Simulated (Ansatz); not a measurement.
Input for Ansatz (plane-wave DFT, PAW):

```yaml
crystal:
  lattice:
    - [-3.305045969, 3.305045969, 2.9814534543]
    - [3.305045969, -3.305045969, 2.9814534543]
    - [3.305045969, 3.305045969, -2.9814534543]
  atoms:
    - { symbol: Zr, position: [0.75, 0.25, 0.5] }
    - { symbol: Zr, position: [0.0, 0.0, 0.0] }
    - { symbol: Si, position: [0.25, 0.75, 0.5] }
    - { symbol: Si, position: [0.5, 0.5, 0.0] }
    - { symbol: O, position: [0.1359092037, 0.3196721472, 0.8162370564] }
    - { symbol: O, position: [0.0696721472, 0.7534350908, 0.6837629436] }
    - { symbol: O, position: [0.5034350908, 0.3196721472, 0.1837629436] }
    - { symbol: O, position: [0.0696721472, 0.3859092037, 0.3162370564] }
    - { symbol: O, position: [0.6140907963, 0.9303278528, 0.6837629436] }
    - { symbol: O, position: [0.6803278528, 0.8640907963, 0.1837629436] }
    - { symbol: O, position: [0.2465649092, 0.9303278528, 0.3162370564] }
    - { symbol: O, position: [0.6803278528, 0.4965649092, 0.8162370564] }
basis:
  ecutwfc: 420
kpoints:
  mp_grid: { grid: [6, 6, 6] }
hamiltonian:
  xc: pbe
scf:
  occupations: { method: gaussian, width: 0.02 }
output:
  forces: true
  stress: true
  eigenvalues: true
relax:
  adjacent_minimum: "off"
  f_tol: 0.01
  max_steps: 30
  cell: { stress_tol: 0.1, fix: [volume] }
```

Run as
```bash
ansatz run input.yaml --threads 2 --pin off --max-ram 5120MiB --backend cpu --events-out ev --progress --plain --runs-dir out
```

These are results of DFT PBE, scalar-relativistic, plane waves, PAW in Ansatz 0.2.0, not measurements.

Part of what the program printed, abridged:

```
Pseudopotentials: kind: paw
Pseudopotential: Zr, paw, valence charge 12, recommended cutoff 420 eV (normal)
Pseudopotential: Si, paw, valence charge 4, recommended cutoff 420 eV (normal)
Pseudopotential: O, paw, valence charge 6, recommended cutoff 420 eV (normal)
Functional definition: PBE
Crystal: 12 atoms, lattice volume = 130.270 Å³
Basis set: ecut = 420 eV, 2537 PW (Γ), exchange–correlation on 80×80×80 points (8 copies of the dense FFT grid, shifted against one another)
Bands: 52, of which v1, the nominal top of the filled ones, is band 40 counted from 1 (39 counted from 0)
Symmetry: 16 space group operations
Space group: I41/amd (ITA 141), of the structure as read, at distance tolerance 5.1e-5 Å
k-points: 30 of 216
Initial density: superposition of atomic densities (neutral atoms: chi_scale 0, normalization atom), corrected by the library's trained network
Initial wavefunctions: pseudopotential atomic-orbital guess
Functional: x = pbe(κ = 0.804, μ = 0.21951497), c = pbe(β = 0.06672455)
SCF iter   1: F=—  HF=-14196.348916 eV  |F-HF|=—  |Δ(HF+E_count)|=         —  Δρ=2.56e-3  dr2=2.88e-3  ethr=1.77e-3  ⟨swp⟩=6.4  Hψ=6496  notcnv=0  defer=11
SCF iter   2: F=—  HF=-14196.349888 eV  |F-HF|=—  |Δ(HF+E_count)|=   9.72e-4  Δρ=1.41e-3  dr2=6.32e-4  ethr=3.60e-6  ⟨swp⟩=2.0  Hψ=3200  notcnv=0  defer=160
SCF iter   3: F=—  HF=-14196.350800 eV  |F-HF|=—  |Δ(HF+E_count)|=   9.12e-4  Δρ=4.55e-4  dr2=6.75e-5  ethr=7.90e-7  ⟨swp⟩=2.2  Hψ=2461  notcnv=0  defer=160
SCF iter   4: F=—  HF=-14196.350967 eV  |F-HF|=—  |Δ(HF+E_count)|=   1.67e-4  Δρ=1.03e-4  dr2=1.34e-5  ethr=8.43e-8  ⟨swp⟩=2.0  Hψ=2592  notcnv=0  defer=160
SCF iter   5: F=—  HF=-14196.350969 eV  |F-HF|=—  |Δ(HF+E_count)|=   1.48e-6  Δρ=4.40e-5  dr2=2.87e-6  ethr=1.67e-8  ⟨swp⟩=2.0  Hψ=2279  notcnv=0  defer=160
SCF iter   6: F=-14196.350969 eV  HF=-14196.350969 eV  |F-HF|=4.47e-8  |Δ(HF+E_count)|=   2.49e-7  Δρ=6.64e-6  dr2=5.03e-8  ethr=1.25e-10  ⟨swp⟩=9.0  Hψ=7521  notcnv=0
SCF 1 converged in 6 iterations: F = -14196.350969 eV  dr2 = 5.03e-8
relax step   1: F+E_penalty+E_count = -14196.35096869 eV  Δ(F+E_penalty+E_count) = +0.000e0 eV  max|allowed force component| = 2.507e-1 eV/Å  Δτ_max = 0.0000 Å  P = +7.298 GPa  Ω = 130.270 Å³  fix = [volume]  reactions: volume +7.298 GPa (6 SCF iters, dr2 threshold 1.00e-7 eV, accepted)
Basis set: ecut = 420 eV, 2529 PW (Γ), exchange–correlation on 80×80×80 points (8 copies of the dense FFT grid, shifted against one another)
Initial density: handed on by an earlier stage of this run
Initial wavefunctions: those handed on with the density
SCF iter   1: F=—  HF=-14196.357681 eV  |F-HF|=—  |Δ(HF+E_count)|=         —  Δρ=8.07e-4  dr2=1.11e-3  ethr=1.28e-6  ⟨swp⟩=3.0  Hψ=6644  notcnv=0
SCF iter   2: F=—  HF=-14196.357375 eV  |F-HF|=—  |Δ(HF+E_count)|=   3.06e-4  Δρ=3.74e-4  dr2=2.02e-4  ethr=1.28e-6  ⟨swp⟩=2.3  Hψ=2294  notcnv=0
SCF iter   3: F=—  HF=-14196.357312 eV  |F-HF|=—  |Δ(HF+E_count)|=   6.31e-5  Δρ=1.52e-4  dr2=2.32e-5  ethr=2.53e-7  ⟨swp⟩=2.1  Hψ=2277  notcnv=0
SCF iter   4: F=—  HF=-14196.357306 eV  |F-HF|=—  |Δ(HF+E_count)|=   5.67e-6  Δρ=3.83e-5  dr2=1.68e-6  ethr=2.90e-8  ⟨swp⟩=2.0  Hψ=2314  notcnv=0
SCF iter   5: F=-14196.357306 eV  HF=-14196.357306 eV  |F-HF|=1.79e-8  |Δ(HF+E_count)|=   1.07e-7  Δρ=6.13e-6  dr2=3.76e-8  ethr=1.50e-9  ⟨swp⟩=6.7  Hψ=6575  notcnv=0
SCF 2 converged in 5 iterations: F = -14196.357306 eV  dr2 = 3.76e-8
relax step   2: F+E_penalty+E_count = -14196.35730607 eV  Δ(F+E_penalty+E_count) = -6.337e-3 eV  max|allowed force component| = 1.291e-1 eV/Å  Δτ_max = 0.0036 Å  P = +6.962 GPa  Ω = 130.270 Å³  energy of the carried Pulay correction = -3.681e-16 eV  fix = [volume]  reactions: volume +6.962 GPa (5 SCF iters, dr2 threshold 1.20e-6 eV, accepted)
Basis set: ecut = 420 eV, 2531 PW (Γ), exchange–correlation on 80×80×80 points (8 copies of the dense FFT grid, shifted against one another)
SCF iter   1: F=—  HF=-14196.360302 eV  |F-HF|=—  |Δ(HF+E_count)|=         —  Δρ=9.35e-4  dr2=1.40e-3  ethr=1.59e-6  ⟨swp⟩=2.1  Hψ=6291  notcnv=0
SCF iter   2: F=—  HF=-14196.359914 eV  |F-HF|=—  |Δ(HF+E_count)|=   3.88e-4  Δρ=4.61e-4  dr2=2.98e-4  ethr=1.59e-6  ⟨swp⟩=2.2  Hψ=2291  notcnv=0
SCF iter   3: F=—  HF=-14196.359827 eV  |F-HF|=—  |Δ(HF+E_count)|=   8.68e-5  Δρ=1.87e-4  dr2=3.43e-5  ethr=3.72e-7  ⟨swp⟩=2.1  Hψ=2277  notcnv=0
SCF iter   4: F=—  HF=-14196.359819 eV  |F-HF|=—  |Δ(HF+E_count)|=   8.13e-6  Δρ=4.53e-5  dr2=2.23e-6  ethr=4.29e-8  ⟨swp⟩=2.0  Hψ=2342  notcnv=0
SCF iter   5: F=-14196.359819 eV  HF=-14196.359819 eV  |F-HF|=3.45e-8  |Δ(HF+E_count)|=  8.59e-10  Δρ=7.82e-6  dr2=6.12e-8  ethr=1.30e-9  ⟨swp⟩=6.5  Hψ=6555  notcnv=0
SCF 3 converged in 5 iterations: F = -14196.359819 eV  dr2 = 6.12e-8
relax step   3: F+E_penalty+E_count = -14196.35981871 eV  Δ(F+E_penalty+E_count) = -2.513e-3 eV  max|allowed force component| = 7.446e-3 eV/Å  Δτ_max = 0.0045 Å  P = +6.610 GPa  Ω = 130.270 Å³  energy of the carried Pulay correction = -9.203e-17 eV  fix = [volume]  reactions: volume +6.610 GPa (5 SCF iters, dr2 threshold 1.04e-6 eV, accepted)
Initial wavefunctions: pseudopotential atomic-orbital guess (no wavefunctions were taken with the density)
SCF iter   1: F=—  HF=-14196.359850 eV  |F-HF|=—  |Δ(HF+E_count)|=         —  Δρ=4.87e-5  dr2=2.72e-7  ethr=5.20e-7  ⟨swp⟩=3.2  Hψ=10546  notcnv=0
SCF iter   2: F=—  HF=-14196.359869 eV  |F-HF|=—  |Δ(HF+E_count)|=   1.94e-5  Δρ=2.50e-5  dr2=8.56e-8  ethr=3.40e-10  ⟨swp⟩=3.0  Hψ=2945  notcnv=0
SCF iter   3: F=—  HF=-14196.359874 eV  |F-HF|=—  |Δ(HF+E_count)|=   4.82e-6  Δρ=2.09e-6  dr2=6.37e-9  ethr=1.07e-10  ⟨swp⟩=2.0  Hψ=2516  notcnv=0
SCF iter   4: F=—  HF=-14196.359874 eV  |F-HF|=—  |Δ(HF+E_count)|=  5.60e-10  Δρ=1.04e-6  dr2=1.34e-9  ethr=7.96e-12  ⟨swp⟩=2.1  Hψ=2221  notcnv=0
SCF iter   5: F=-14196.359874 eV  HF=-14196.359874 eV  |F-HF|=2.02e-10  |Δ(HF+E_count)|=   3.65e-9  Δρ=5.25e-7  dr2=3.03e-10  ethr=1.00e-12  ⟨swp⟩=4.6  Hψ=5241  notcnv=0
SCF 4 converged in 5 iterations: F = -14196.359874 eV  dr2 = 3.03e-10
SCF converged after 5 iterations
Free energy (F): -14196.359874 eV
Harris-Foulkes:  -14196.359874 eV  (|F-HF|=2.02e-10)
Internal energy: -14196.359874 eV  (E = F + TS)
E sigma→0 (E₀):  -14196.359874 eV
Fermi energy:    10.527291 eV
--- Per-component energies (eV) ---
  E_band       = -260.618340
  E_kinetic    = 2182.380061
  E_local      = -4293.157530  (includes V_loc(G=0)·N_el)
  E_nonlocal   = 583.401109
  E_hartree    = 1480.664037
  E_xc         = -1034.004929
  E_vxc        = -1241.897944  (∫ρ·V_xc dr)
  E_paw        = -8199.870423  (= ΣΔE_a)
  E_vpaw       = -452.691775  (= ΣTr[D̂ρ^β])
  E_aug_tail   = 0.020021  (compensation charges beyond the density's cutoff)
  E_ewald      = -4915.792221
  E_smearing   =  0.000000  (= −TS)
--- Forces (eV/Å), atoms counted from 1 ---
  atom   1  Zr     0.00000000     0.00000000     0.00000000
  atom   2  Zr     0.00000000     0.00000000     0.00000000
  atom   3  Si     0.00000000     0.00000000     0.00000000
  atom   4  Si     0.00000000     0.00000000     0.00000000
  atom   5  O      0.00000000    -0.00743687     0.00544802
  atom   6  O      0.00743687     0.00000000     0.00544802
  atom   7  O      0.00000000     0.00743687     0.00544802
  atom   8  O     -0.00743687     0.00000000     0.00544802
  atom   9  O      0.00000000     0.00743687    -0.00544802
  atom  10  O      0.00743687     0.00000000    -0.00544802
  atom  11  O      0.00000000    -0.00743687    -0.00544802
  atom  12  O     -0.00743687     0.00000000    -0.00544802
--- Stress (GPa, compression-positive) ---
        6.653561       0.000000       0.000000
        0.000000       6.653561       0.000000
        0.000000       0.000000       6.529252
  P = ⅓ Tr σ = 6.6121 GPa (66.121 kbar)
--- Band table (eV; the first three rows and the last of 30) ---
  k-point 0: bands = ["-39.4060", "-39.3767", "-17.7079", "-17.7079", "-17.5714", "-17.5225", "-17.4141", "-17.4141", "-10.8601", "-9.9675", "-9.1045", "-8.8983", "-8.5406", "-8.5406", "-8.3456", "-8.3456", "0.7288", "2.2962", "2.3860", "2.8956", "2.8956", "3.5405", "4.0690", "4.0808", "5.0270", "5.0904", "5.0904", "5.2181", "5.7214", "5.7214", "6.5574", "6.5574", "7.2878", "7.2878", "7.3328", "7.4960", "7.5738", "7.5976", "7.5976", "8.1369", "13.1593", "13.5332", "13.5820", "13.5820", "14.3893", "14.6098", "14.6740", "14.8784", "14.8784", "15.4034", "16.5854", "17.6832"]
  k-point 1: bands = ["-39.4041", "-39.3787", "-17.7167", "-17.6912", "-17.5619", "-17.5395", "-17.4373", "-17.3974", "-10.7570", "-9.9651", "-9.0554", "-8.8804", "-8.5996", "-8.5717", "-8.4513", "-8.3982", "0.9382", "2.4331", "2.5596", "2.8679", "2.8773", "3.8024", "4.2122", "4.2787", "4.4632", "4.7049", "5.2366", "5.5154", "5.6012", "5.6101", "6.5217", "6.6355", "7.2258", "7.2353", "7.2777", "7.3344", "7.3655", "7.4583", "7.5832", "8.0188", "13.0851", "13.3531", "13.5691", "13.5756", "14.5403", "14.6530", "14.6998", "14.9600", "15.0320", "15.8033", "16.8100", "17.7428"]
  k-point 2: bands = ["-39.3987", "-39.3840", "-17.7165", "-17.6436", "-17.6301", "-17.4978", "-17.4765", "-17.3914", "-10.4881", "-10.0002", "-8.9200", "-8.8278", "-8.7266", "-8.6735", "-8.6507", "-8.5406", "1.4881", "2.5634", "2.9727", "2.9957", "3.0280", "3.8977", "4.0749", "4.1615", "4.5601", "4.6468", "5.0137", "5.2023", "5.6241", "5.9543", "6.1442", "6.7372", "6.8545", "6.8828", "7.0676", "7.2178", "7.2455", "7.3479", "7.5097", "7.7425", "12.9916", "13.0773", "13.6463", "13.6699", "14.2989", "14.3220", "15.0830", "15.2614", "15.8868", "16.3628", "17.0266", "17.6228"]
  k-point 29: bands = ["-39.3913", "-39.3913", "-17.7301", "-17.7301", "-17.5500", "-17.5500", "-17.3962", "-17.3962", "-10.3807", "-10.3807", "-9.0529", "-9.0529", "-8.4496", "-8.4496", "-8.4467", "-8.4467", "1.2918", "1.2918", "3.1755", "3.1755", "3.3798", "3.3798", "4.5311", "4.5311", "5.0865", "5.0865", "5.2910", "5.2910", "6.2739", "6.2739", "6.3160", "6.3160", "6.5697", "6.5697", "6.7939", "6.7939", "7.0237", "7.0237", "7.3737", "7.3737", "13.6868", "13.6868", "14.0194", "14.0194", "14.0813", "14.0813", "14.8671", "14.8671", "15.7213", "15.7213", "17.5962", "17.5962"]
--- Relaxed structure (3 steps of the walk, 3 accepted, 1 SCFs on fresh bases) ---
  F+E_penalty+E_count = -14196.35987396 eV   max|allowed force component| = 7.437e-3 eV/Å   (the final SCF, on the basis selected at the relaxed cell)
  cell:  # Å, volume = 130.2696 Å³
    - [-3.29867017, 3.29867017, 2.99298992]
    - [3.29867017, -3.29867017, 2.99298992]
    - [3.29867017, 3.29867017, -2.99298992]
  atoms:
    - { symbol: Zr, position: [0.75, 0.24999999, 0.5] }
    - { symbol: Zr, position: [0.0, 0.0, 0.0] }
    - { symbol: Si, position: [0.24999999, 0.75, 0.5] }
    - { symbol: Si, position: [0.49999999, 0.49999999, 0.0] }
    - { symbol: O, position: [0.13514940, 0.32006992, 0.81507948] }
    - { symbol: O, position: [0.07006992, 0.75499044, 0.68492051] }
    - { symbol: O, position: [0.50499044, 0.32006992, 0.18492051] }
    - { symbol: O, position: [0.07006992, 0.38514940, 0.31507948] }
    - { symbol: O, position: [0.61485059, 0.92993007, 0.68492051] }
    - { symbol: O, position: [0.67993007, 0.86485059, 0.18492051] }
    - { symbol: O, position: [0.24500955, 0.92993007, 0.31507948] }
    - { symbol: O, position: [0.67993007, 0.49500955, 0.81507948] }
```

The relaxation met its thresholds.

The run took 8.1 s on 2 threads of AMD EPYC 9B45 (Zen 5), with other jobs on the host, peak memory 0.57 GiB.